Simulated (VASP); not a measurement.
# Tl (P6_3/mmc) in VASP: further runs

Runs on Tl. Level: PBEsol. Tasks: single point.

All numbers are computed with VASP 6.6.1; they aren't measurements. Logs are shortened: lines on timing, memory, paths and dates and some standing lists are left out, and cuts for length are marked.

### 1 Starting point

Symmetry: P6_3/mmc, No. 194, hexagonal system. Conventional cell: a = 3.456 Å, b = 3.456 Å, c = 5.525 Å, α = 90.00°, β = 90.00°, γ = 120.00°. Around Tl (site symmetry -6m2) lie 12 Tl at 3.41 to 3.46 Å.

### 2 Single point, PBEsol

File INCAR:

```
PREC = Accurate ; ENCUT = 450
EDIFF = 1E-6 ; ISMEAR = 1
SIGMA = 0.1 ; LREAL = False
LASPH = False ; NELM = 100
ALGO = Normal ; ISIF = 2
LWAVE = False ; LCHARG = False
GGA = PS ; NBANDS = 20
ADDGRID = False
```

File KPOINTS:

```
regular mesh
0
Gamma
  6 6 4
```

File POSCAR:

```
Tl
1.0
    3.4560000000      0.0000000000      0.0000000000
   -1.7280000000      2.9929837955      0.0000000000
    0.0000000000      0.0000000000      5.5250000000
Tl
2
Direct
    0.6666666667      0.3333333333      0.7500000000
    0.3333333333      0.6666666667      0.2500000000
```

Potentials or basis: VASP PAW PBE potentials, release 64 (Tl_d).

The run is started by

```
> cat potpaw_PBE.64/Tl_d/POTCAR > POTCAR
> mpirun -np 1 vasp_std > vasp.out
```

OUTCAR:

```text
PREC = Accurate
   ENCUT = 450
   EDIFF = 1E-6
   ISMEAR = 1
   LREAL = False
   LASPH = False
   NELM = 100
   ISIF = 2
   GGA = PS

 Found     21 irreducible k-points:

 Following reciprocal coordinates:
            Coordinates               Weight
  0.000000  0.000000  0.000000      1.000000
  0.166667  0.000000  0.000000      6.000000
  0.333333  0.000000  0.000000      6.000000
  0.500000  0.000000  0.000000      3.000000
  0.166667  0.166667  0.000000      6.000000
  0.333333  0.166667  0.000000     12.000000
   k-points           NKPTS =     21   k-points in BZ     NKDIM =     21   number of bands    NBANDS=     20
   number of dos      NEDOS =    301   number of ions     NIONS =      2
   total plane-waves  NPLWV =  23040
   dimension x,y,z NGX =    24 NGY =   24 NGZ =   40
   dimension x,y,z NGXF=    48 NGYF=   48 NGZF=   80
   ions per type =               2
   NGX,Y,Z   is equivalent  to a cutoff of  11.54, 11.54, 12.04 a.u.
   NGXF,Y,Z  is equivalent  to a cutoff of  23.09, 23.09, 24.07 a.u.
 SYSTEM =  unknown system
   PREC   = accura    normal or accurate (medium, high low for compatibility)
   ISTART =      0    job   : 0-new  1-cont  2-samecut
   ICHARG =      2    charge: 1-file 2-atom 10-const
   ISPIN  =      1    spin polarized calculation?
   LNONCOLLINEAR =      F non collinear calculations
   LSORBIT =      F    spin-orbit coupling
   LASPH  =      F    aspherical Exc in radial PAW
   ENCUT  =  450.0 eV  33.07 Ry    5.75 a.u.   5.98  5.98  9.56*2*pi/ulx,y,z
   NELM   =    100;   NELMIN=  2; NELMDL= -5     # of ELM steps
   EDIFF  = 0.1E-05   stopping-criterion for ELM
   LREAL  =      F    real-space projection
   EDIFFG = 0.1E-04   stopping-criterion for IOM
   NSW    =      0    number of steps for IOM
   IBRION =     -1    ionic relax: 0-MD 1-quasi-New 2-CG
   NFREE  =      0    steps in history (QN), initial steepest desc. (CG)
   ISIF   =      2    stress and relaxation
   ISYM   =      2    0-nonsym 1-usesym 2-fastsym
   POTIM  = 0.5000    time-step for ionic-motion
   TEBEG  =    0.0;   TEEND  =   0.0 temperature during run
   PSTRESS=    0.0 pullay stress
   NELECT =      26.0000    total number of electrons
   NUPDOWN=      -1.0000    fix difference up-down
   EMIN   =  10.00;   EMAX   =-10.00  energy-range for DOS
   EFERMI =   0.00;   METHOD = LEGACY
   ISMEAR =     1;   SIGMA  =   0.10  broadening in eV -4-tet -1-fermi 0-gaus
   EFERMI_NEDOS =   21; number of points for ismear=-14 and -15
   IALGO  =     38    algorithm
   IMIX   =      4    mixing-type and parameters
     AMIX     =   0.40;   BMIX     =  1.00
     AMIX_MAG =   1.60;   BMIX_MAG =  1.00
  volume/ion in A,a.u.               =      28.57       192.83
  Fermi-wavevector in a.u.,A,eV,Ry     =   1.259107  2.379366 21.569987  1.585349
  Thomas-Fermi vector in A             =   2.392683
   LORBIT       =      0    0 simple, 1 ext, 2 COOP (PROOUT), +10 PAW based schemes
   GGA     = PS    functional components
   LHFCALC =     F    Hartree Fock is set to
   AEXX    =    0.0000 exact exchange contribution
   IVDW    =     0    specifies the selected vdW correction
   LEPSILON=     F    determine dielectric tensor
   LRPA    =     F    only Hartree local field effects (RPA)
 non-spin polarized calculation
 Methfessel and Paxton  Order N= 1 SIGMA  =   0.10
  energy-cutoff  :      450.00
  volume of cell :       57.15
 maximum number of plane-waves:      1254
 NGX is ok and might be reduce to    24
   NGX = 11   NGY = 11   NGZ = 19

 number of electron      25.9999996 magnetization

 Free energy of the ion-electron system (eV)
  ---------------------------------------------------
  ext. energy  EPLUGINS =         0.00000000
  ---------------------------------------------------
  free energy    TOTEN  =        -5.23413878 eV

  energy without entropy =       -5.23244669  energy(sigma->0) =       -5.23357475

 E-fermi :   6.4270     XC(G=0): -10.3717

 val. band max:        6.3717059053   @ k =   0.1667   0.0000   0.2500
 cond. band min:       6.4376338888   @ k =   0.3333   0.3333   0.2500
 fundamental gap:      0.0659279835
 Fermi energy:         6.4269745358

 k-point     1 :       0.0000    0.0000    0.0000
  band No.  band energies     occupation
      1      -5.3568      2.00000
      2      -5.1193      2.00000
      3      -5.1080      2.00000
      4      -5.1080      2.00000
      5      -5.0539      2.00000
      6      -5.0539      2.00000
[... 12 lines left out ...]
     19      17.1966      0.00000
     20      17.3054      0.00000

 k-point     2 :       0.1667    0.0000    0.0000
  band No.  band energies     occupation
      1      -5.3094      2.00000
      2      -5.1659      2.00000
      3      -5.0729      2.00000
      4      -5.0537      2.00000
      5      -5.0329      2.00000
      6      -4.9953      2.00000
[... 12 lines left out ...]
     19      16.7547      0.00000
     20      18.2229      0.00000

 k-point     3 :       0.3333    0.0000    0.0000
  band No.  band energies     occupation
      1      -5.4161      2.00000
      2      -5.2271      2.00000
      3      -5.2017      2.00000
      4      -5.1174      2.00000
      5      -4.9784      2.00000
      6      -4.8814      2.00000
[... 12 lines left out ...]
     19      15.3049      0.00000
     20      16.7077      0.00000

 k-point     4 :       0.5000    0.0000    0.0000
  band No.  band energies     occupation
      1      -5.4800      2.00000
      2      -5.3218      2.00000
      3      -5.2515      2.00000
      4      -5.1555      2.00000
      5      -4.9300      2.00000
      6      -4.9137      2.00000
[... 12 lines left out ...]
     19      14.6028      0.00000
     20      16.1659      0.00000

 k-point     5 :       0.1667    0.1667    0.0000
  band No.  band energies     occupation
      1      -5.2494      2.00000
      2      -5.2406      2.00000
      3      -5.1780      2.00000
      4      -5.0985      2.00000
      5      -5.0038      2.00000
      6      -4.9196      2.00000
[... 12 lines left out ...]
     19      15.6868      0.00000
     20      17.7464      0.00000

 k-point     6 :       0.3333    0.1667    0.0000
  band No.  band energies     occupation
      1      -5.3385      2.00000
      2      -5.3261      2.00000
      3      -5.1618      2.00000
      4      -5.1209      2.00000
      5      -4.9398      2.00000
      6      -4.9311      2.00000
[... 12 lines left out ...]
     19      14.4117      0.00000
     20      17.5522      0.00000

 [... further k-points ...]
[... 5 lines left out ...]
  --------------------------------------------------------------------------------------
  -------------------------------------------------------------------------------------
  Total       -0.3695916     -0.3695916      0.6805143      0.0000000      0.0000000      0.0000000
  in kB      -10.3614913    -10.3614913     19.0782018      0.0000000      0.0000000      0.0000000
  external PRESSURE =      -0.5482603 kB  Pullay stress =       0.0000000 kB

 VOLUME and BASIS-vectors are now :
 -----------------------------------------------------------------------------
  energy-cutoff  :      450.00
  volume of cell :       57.15
      direct lattice vectors                 reciprocal lattice vectors
     3.456000000  0.000000000  0.000000000     0.289351852  0.167057370  0.000000000
    -1.728000000  2.992983795  0.000000000     0.000000000  0.334114739  0.000000000
     0.000000000  0.000000000  5.525000000     0.000000000  0.000000000  0.180995475

 POSITION                                       TOTAL-FORCE (eV/Angst)
 -----------------------------------------------------------------------------------
      1.72800      0.99766      4.14375        -0.000000      0.000000      0.000000
     -0.00000      1.99532      1.38125         0.000000     -0.000000      0.000000
 -----------------------------------------------------------------------------------
    total drift:                               -0.000000      0.000000     -0.000000

  FREE ENERGIE OF THE ION-ELECTRON SYSTEM (eV)
  ---------------------------------------------------
  free  energy   TOTEN  =        -5.2341387785 eV

  energy  without entropy=       -5.2324466911  energy(sigma->0) =       -5.23357475
```

Run time: 9.6 s. Hardware: 1 thread of AMD EPYC 9R45 (Zen 5), shared host; peak memory 0.12 GiB.

These settings aren't checked as converged: the numbers below hold their error.

What came out:

* Free energy: -5.2341 eV
* Pressure: -0.1 GPa
* Band gap on the k mesh: none (metal or under the smearing width)

Caveat: the PAW data sets were made with another functional, which shifts forces and pressure a little.

### 3 Single point, PBEsol

File INCAR:

```
PREC = Normal ; ENCUT = 450
EDIFF = 1E-4 ; ISMEAR = 1
SIGMA = 0.1 ; LREAL = Auto
LASPH = True ; NELM = 100
ALGO = Normal ; ISIF = 2
LWAVE = False ; LCHARG = False
GGA = PS ; NBANDS = 20
ADDGRID = False
```

KPOINTS is that of step 2.

POSCAR is that of step 2.

Potentials or basis: VASP PAW PBE potentials, release 64 (Tl_d).

The run is started by

```
> cat potpaw_PBE.64/Tl_d/POTCAR > POTCAR
> mpirun -np 1 vasp_std > vasp.out
```

Run time: 5.2 s. Hardware: 1 thread of AMD EPYC 9R45 (Zen 5), shared host; peak memory 0.1 GiB.

These settings aren't checked as converged: the numbers below hold their error.

What came out:

- Free energy: -5.2346 eV
- Pressure: 0.0 GPa
- Band gap on the k mesh: none (metal or under the smearing width)

Caveat: the PAW data sets were made with another functional, which shifts forces and pressure a little.

### 4 Single point, PBEsol

File INCAR:

```
PREC = Accurate ; ENCUT = 350
EDIFF = 1E-6 ; ISMEAR = 1
SIGMA = 0.1 ; LREAL = False
LASPH = True ; NELM = 100
ALGO = Normal ; ISIF = 2
LWAVE = False ; LCHARG = False
GGA = PS ; NBANDS = 20
ADDGRID = False
```

File KPOINTS:

```
regular mesh
0
Gamma
  8 8 4
```

POSCAR is that of step 3.

The run is started by

```
> cat potpaw_PBE.64/Tl_d/POTCAR > POTCAR
> mpirun -np 1 vasp_std > vasp.out
```

It took 8.6 s on 1 thread of AMD EPYC 9R45 (Zen 5), shared host; peak memory 0.12 GiB.

These settings aren't checked as converged: the numbers below hold their error.

What came out:

```
Free energy            : -5.1551 eV
Pressure               : 0.0 GPa
Band gap on the k mesh : none (metal or under the smearing width)
```

Caveat: the PAW data sets were made with another functional, which shifts forces and pressure a little.

### 5 For comparison

An earlier run on the cell as given: functional PBE; potentials or basis VASP PAW PBE potentials, release 64 (Tl_d); cutoff 520 eV; k mesh 9 × 9 × 5; occupations fermi-dirac, width 0.05 eV; no spin polarisation.

- Pressure: 3.4 GPa
- Band gap on the k mesh: none (metal or under the smearing width)
